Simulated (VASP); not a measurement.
# Si3Ge (P1) in VASP: relaxation of cell and atoms with PBE

Aim: the relaxation of cell and atoms of Si3Ge with PBE.

Program: VASP 6.6.1. These are calculated values, not measurements. Logs are shortened: lines on timing, memory, paths and dates and some standing lists are left out, and cuts for length are marked.

### 1 The structure

The typed cell holds 8 atoms: a = 6.765 Å, b = 7.001 Å, c = 6.774 Å, α = 132.79°, β = 131.48°, γ = 69.86°.

The cell was built by a generator and needn't be a form met in nature.

### 2 Relaxation of cell and atoms, PBE

Input file INCAR:

```
SYSTEM = Si3Ge
  PREC = Normal
  ENCUT = 520
  EDIFF = 1E-5
  ISMEAR = 0
  SIGMA = 0.15
  LREAL = Auto
  LASPH = .True.
  NELM = 80
  ALGO = Fast
  ISIF = 3
  LWAVE = .False.
  LCHARG = .False.
  GGA = PE
  IBRION = 2
  NSW = 110
  EDIFFG = -0.03
  ISYM = 0
  KPAR = 8
```

Input file KPOINTS:

```
regular mesh
0
Gamma
  6 6 6
  0 0 0
```

Input file POSCAR:

```
Si3Ge
1.0
   -2.6524985600      2.7767879100      5.5696708300
    2.8994195800     -2.8197453100      5.7146273400
    2.6191198200      2.7863665700     -5.5911520900
Si Ge
6 2
Direct
    0.4981872800      0.5000911400      0.0067348000
    0.6446185900      0.6406751800      0.5312244000
    0.1183558000      0.1197039900      0.5088779800
    0.2598961300      0.7798511900      0.5158972200
    0.8865003600      0.3816609900      0.9885231700
    0.3830071500      0.8872826100      0.0106820100
    0.9924282800      0.0082617400      0.9955317700
    0.7274722400      0.2423477200      0.4766278300
```

Potentials or basis: VASP PAW PBE potentials, release 64 (Si, Ge_d).

Command:

```bash
cat potpaw_PBE.64/Si/POTCAR potpaw_PBE.64/Ge_d/POTCAR > POTCAR
mpirun -np 8 vasp_std > vasp.out
```

OUTCAR:

```text
SYSTEM = Si3Ge
   PREC = Normal
   ENCUT = 520
   EDIFF = 1E-5
   ISMEAR = 0
   LREAL = Auto
   LASPH = .True.
   NELM = 80
   ISIF = 3
   GGA = PE
   IBRION = 2
   NSW = 110
   EDIFFG = -0.03
   ISYM = 0

 ion  position               nearest neighbor table
   1  0.498  0.500  0.007-   2 2.41   3 2.47   5 2.53   6 2.54
   2  0.645  0.641  0.531-   7 2.33   4 2.40   1 2.41   8 2.45
   3  0.118  0.120  0.509-   4 2.26   8 2.39   1 2.47   7 2.50
   4  0.260  0.780  0.516-   3 2.26   2 2.40   6 2.41   5 2.51
   5  0.887  0.382  0.989-   8 2.31   7 2.49   4 2.51   1 2.53
   6  0.383  0.887  0.011-   8 2.27   4 2.41   7 2.43   1 2.54
   7  0.992  0.008  0.996-   2 2.33   6 2.43   5 2.49   3 2.50
   8  0.727  0.242  0.477-   6 2.27   5 2.31   3 2.39   2 2.45

IMPORTANT INFORMATION: All symmetrisations will be switched off!
NOSYMM: (Re-)initialisation of all symmetry stuff for point group C_1.

----------------------------------------------------------------------------------------

                                     Primitive cell

  volume of cell :     173.1233

  direct lattice vectors                    reciprocal lattice vectors
    -2.652498560  2.776787910  5.569670830    -0.000909304  0.180093587  0.089324198
     2.899419580 -2.819745310  5.714627340     0.179320719  0.001402975  0.084700191
     2.619119820  2.786366570 -5.591152090     0.182375035  0.180835624 -0.003302288

  length of vectors
     6.765170572  7.001040148  6.773817903     0.201030692  0.198322997  0.256852256

  position of ions in fractional coordinates (direct lattice)
     0.498187280  0.500091140  0.006734800
     0.644618590  0.640675180  0.531224400
     0.118355800  0.119703990  0.508877980
     0.259896130  0.779851190  0.515897220
     0.886500360  0.381660990  0.988523170
     0.383007150  0.887282610  0.010682010
     0.992428280  0.008261740  0.995531770
     0.727472240  0.242347720  0.476627830

  ion indices of the primitive-cell ions
   primitive index   ion index
                 1           1
                 2           2
                 3           3
                 4           4
                 5           5
                 6           6
                 7           7
                 8           8

----------------------------------------------------------------------------------------

 KPOINTS: regular mesh

Automatic generation of k-mesh.
 Grid dimensions read from file:
 generate k-points for:    6    6    6

 Generating k-lattice:

  Cartesian coordinates                     Fractional coordinates (reciprocal lattice)
    -0.000151551  0.030015598  0.014887366     0.166666667  0.000000000  0.000000000
     0.029886786  0.000233829  0.014116699     0.000000000  0.166666667 -0.000000000
     0.030395839  0.030139271 -0.000550381    -0.000000000 -0.000000000  0.166666667

  Length of vectors
     0.033505115  0.033053833  0.042808709

  Shift w.r.t. Gamma in fractional coordinates (k-lattice)
     0.000000000  0.000000000  0.000000000

 Subroutine IBZKPT returns following result:
 ===========================================

 Found    112 irreducible k-points:

 Following reciprocal coordinates:
            Coordinates               Weight
  0.000000  0.000000  0.000000      1.000000
  0.166667  0.000000  0.000000      2.000000
  0.333333  0.000000  0.000000      2.000000
  0.500000  0.000000  0.000000      1.000000
 -0.000000  0.166667  0.000000      2.000000
  0.166667  0.166667  0.000000      2.000000
[... 16 lines left out ...]
  0.333333 -0.000000  0.166667      2.000000
  0.500000  0.000000  0.166667      2.000000
 [... further k-points ...]
   k-points           NKPTS =    112   k-points in BZ     NKDIM =    112   number of bands    NBANDS=     31
   number of dos      NEDOS =    301   number of ions     NIONS =      8
   total plane-waves  NPLWV =  64000
   dimension x,y,z NGX =    40 NGY =   40 NGZ =   40
   dimension x,y,z NGXF=    80 NGYF=   80 NGZF=   80
   ions per type =               6   2
   NGX,Y,Z   is equivalent  to a cutoff of   9.83,  9.50,  9.82 a.u.
   NGXF,Y,Z  is equivalent  to a cutoff of  19.66, 19.00, 19.63 a.u.
 SYSTEM =  Si3Ge
   PREC   = normal    normal or accurate (medium, high low for compatibility)
   ISTART =      0    job   : 0-new  1-cont  2-samecut
   ICHARG =      2    charge: 1-file 2-atom 10-const
   ISPIN  =      1    spin polarized calculation?
   LNONCOLLINEAR =      F non collinear calculations
   LSORBIT =      F    spin-orbit coupling
   LASPH  =      T    aspherical Exc in radial PAW
   ENCUT  =  520.0 eV  38.22 Ry    6.18 a.u.  12.58 13.02 12.59*2*pi/ulx,y,z
   NELM   =     80;   NELMIN=  2; NELMDL= -5     # of ELM steps
   EDIFF  = 0.1E-04   stopping-criterion for ELM
   LREAL  =      T    real-space projection
   EDIFFG = -.3E-01   stopping-criterion for IOM
   NSW    =    110    number of steps for IOM
   IBRION =      2    ionic relax: 0-MD 1-quasi-New 2-CG
   NFREE  =      1    steps in history (QN), initial steepest desc. (CG)
   ISIF   =      3    stress and relaxation
   ISYM   =      0    0-nonsym 1-usesym 2-fastsym
   POTIM  = 0.5000    time-step for ionic-motion
   TEBEG  =    0.0;   TEEND  =   0.0 temperature during run
   PSTRESS=    0.0 pullay stress
   NELECT =      52.0000    total number of electrons
   NUPDOWN=      -1.0000    fix difference up-down
   EMIN   =  10.00;   EMAX   =-10.00  energy-range for DOS
   EFERMI =   0.00;   METHOD = LEGACY
   ISMEAR =     0;   SIGMA  =   0.15  broadening in eV -4-tet -1-fermi 0-gaus
   EFERMI_NEDOS =   21; number of points for ismear=-14 and -15
   IALGO  =     68    algorithm
   IMIX   =      4    mixing-type and parameters
     AMIX     =   0.40;   BMIX     =  1.00
     AMIX_MAG =   1.60;   BMIX_MAG =  1.00
  volume/ion in A,a.u.               =      21.64       146.04
  Fermi-wavevector in a.u.,A,eV,Ry     =   1.096371  2.071840 16.354597  1.202029
  Thomas-Fermi vector in A             =   2.232712
   LORBIT       =      0    0 simple, 1 ext, 2 COOP (PROOUT), +10 PAW based schemes
   GGA     = PE    functional components
   LHFCALC =     F    Hartree Fock is set to
   AEXX    =    0.0000 exact exchange contribution
   IVDW    =     0    specifies the selected vdW correction
   LEPSILON=     F    determine dielectric tensor
   LRPA    =     F    only Hartree local field effects (RPA)
 conjugate gradient relaxation of ions
 non-spin polarized calculation
 RMM-DIIS sequential band-by-band and
 Gauss-broadening in eV      SIGMA  =   0.15
  energy-cutoff  :      520.00
  volume of cell :      173.12
 maximum number of plane-waves:      4679
   NGX = 25   NGY = 25   NGZ = 25

--------------------------------------- Ionic step        1  -------------------------------------------

 number of electron      52.0000001 magnetization

 Free energy of the ion-electron system (eV)
  ---------------------------------------------------
  ext. energy  EPLUGINS =         0.00000000
  ---------------------------------------------------
  free energy    TOTEN  =       -40.65135214 eV

  energy without entropy =      -40.64946050  energy(sigma->0) =      -40.65040632

------------------------ aborting loop because EDIFF is reached ----------------------------------------

  FORCE on cell =-STRESS in cart. coord.  units (eV):
  Direction    XX          YY          ZZ          XY          YZ          ZX
  --------------------------------------------------------------------------------------
  -------------------------------------------------------------------------------------
  Total       -0.5589769     -1.3482855     -3.1945348      1.7083010      0.7030410     -1.2852051
  in kB       -5.1730782    -12.4777713    -29.5639717     15.8095512      6.5063258    -11.8939903
  external PRESSURE =     -15.7382737 kB  Pullay stress =       0.0000000 kB
[... 107 lines left out ...]
  FREE ENERGIE OF THE ION-ELECTRON SYSTEM (eV)
  ---------------------------------------------------
  free  energy   TOTEN  =       -41.3373402351 eV

  energy  without entropy=      -41.3371538241  energy(sigma->0) =      -41.33724703

[... ionic steps 4 to 13 ...]

--------------------------------------- Ionic step       14  -------------------------------------------

 number of electron      51.9999980 magnetization

------------------------ aborting loop because EDIFF is reached ----------------------------------------

  FORCE on cell =-STRESS in cart. coord.  units (eV):
  Direction    XX          YY          ZZ          XY          YZ          ZX
  --------------------------------------------------------------------------------------
  -------------------------------------------------------------------------------------
  Total       -0.0753108     -0.0683892     -0.1065694     -0.1578535     -0.0616102     -0.0770491
  in kB       -0.7122950     -0.6468295     -1.0079410     -1.4929894     -0.5827134     -0.7287362
  external PRESSURE =      -0.7890218 kB  Pullay stress =       0.0000000 kB
[... 69 lines left out ...]
  energy  without entropy=      -41.4878916910  energy(sigma->0) =      -41.48791602

--------------------------------------- Ionic step       16  -------------------------------------------

 number of electron      51.9999982 magnetization

 Free energy of the ion-electron system (eV)
  ---------------------------------------------------
  ext. energy  EPLUGINS =         0.00000000
  ---------------------------------------------------
  free energy    TOTEN  =       -41.48799859 eV

  energy without entropy =      -41.48795056  energy(sigma->0) =      -41.48797458

 E-fermi :   5.6607     XC(G=0):  -9.4623

 val. band max:        5.3677133239   @ k =   0.0000   0.0000   0.0000
 cond. band min:       5.9534082207   @ k =  -0.1667  -0.1667   0.1667
 fundamental gap:      0.5856948968
 Fermi energy:         5.6607226372

 k-point     1 :       0.0000    0.0000    0.0000
  band No.  band energies     occupation
      1     -18.8534      2.00000
      2     -18.8533      2.00000
      3     -18.8519      2.00000
      4     -18.8486      2.00000
      5     -18.8466      2.00000
      6     -18.8465      2.00000
[... 805 lines left out ...]
     30       7.5021      0.00000
     31       8.5506      0.00000

 [... further k-points ...]

------------------------ aborting loop because EDIFF is reached ----------------------------------------

  FORCE on cell =-STRESS in cart. coord.  units (eV):
  Direction    XX          YY          ZZ          XY          YZ          ZX
  --------------------------------------------------------------------------------------
  -------------------------------------------------------------------------------------
  Total       -0.0038058     -0.0160819     -0.0316944      0.0199553      0.0029021      0.0091062
  in kB       -0.0360495     -0.1523303     -0.3002156      0.1890204      0.0274893      0.0862560
  external PRESSURE =      -0.1628651 kB  Pullay stress =       0.0000000 kB
[... 23 lines left out ...]
  FREE ENERGIE OF THE ION-ELECTRON SYSTEM (eV)
  ---------------------------------------------------
  free  energy   TOTEN  =       -41.4879985949 eV

  energy  without entropy=      -41.4879505599  energy(sigma->0) =      -41.48797458

 reached required accuracy - stopping structural energy minimisation
```

Wall time 11 min (8 MPI ranks of Intel Xeon Platinum 8488C (Sapphire Rapids), shared host); peak memory 0.53 GiB.

Results:

- Free energy: -41.4880 eV
- Relaxed volume: 21.14 Å³/atom
- Relaxed cell: a = 6.773 Å, b = 6.775 Å, c = 6.773 Å, α = 131.83°, β = 131.80°, γ = 70.53°
- Space group after relaxing (to 0.05 Å): I-42d (No. 122)
- Energy gained by relaxing: 104.6 meV/atom
- Ionic steps: 16
- Pressure after relaxing: 0.0 GPa
- Largest force after relaxing: 0.030 eV/Å
- Band gap on the k mesh: 0.59 eV, indirect (least direct gap 0.67 eV)

Forces on the atoms (eV/Å):
```
Si  -0.013  0.000 -0.006
Si  -0.012 -0.015  0.005
Si  -0.017 -0.008 -0.008
Si   0.017  0.023  0.008
Si   0.015  0.011  0.013
Si   0.014 -0.007 -0.001
Ge  -0.016 -0.023  0.008
Ge   0.012  0.019 -0.018
```

The path:
```
step  energy change (eV)  largest force (eV/Å)  pressure (GPa)  volume (Å³)
   1              0.0000                2.2022           -1.57       173.12
   2             -0.6810                0.8743            0.74       167.81
   3             -0.6860                0.8727            0.87       167.28
   4             -0.7889                0.4534            0.16       168.98
   5             -0.7934                0.4233            0.22       168.70
   6             -0.8192                0.2213           -0.15       169.65
   7             -0.8201                0.2344           -0.40       169.86
   8             -0.8274                0.1350            0.20       168.81
   9             -0.8279                0.1345            0.36       168.50
  10             -0.8336                0.0987            0.26       169.11
  11             -0.8344                0.1143           -0.05       169.58
  12             -0.8345                0.1157           -0.10       169.50
  13             -0.8361                0.0699           -0.13       169.39
  14             -0.8361                0.0603           -0.08       169.40
  15             -0.8366                0.0342            0.21       169.05
  16             -0.8366                0.0297           -0.02       169.15
```

Final structure:
```yaml
crystal:
  lattice:
    - [-2.76358, 2.76655, 5.53045]
    - [2.76583, -2.76587, 5.53123]
    - [2.76273, 2.76513, -5.53118]
  atoms:
    - { symbol: Si, position: [0.50218, 0.50839, 0.00581] }
    - { symbol: Si, position: [0.61855, 0.63340, 0.49746] }
    - { symbol: Si, position: [0.13522, 0.13352, 0.51422] }
    - { symbol: Si, position: [0.24999, 0.75673, 0.50235] }
    - { symbol: Si, position: [0.87559, 0.38930, 0.01071] }
    - { symbol: Si, position: [0.37604, 0.87363, 0.99483] }
    - { symbol: Ge, position: [0.00239, 0.00777, 0.00595] }
    - { symbol: Ge, position: [0.75052, 0.25714, 0.50277] }
```
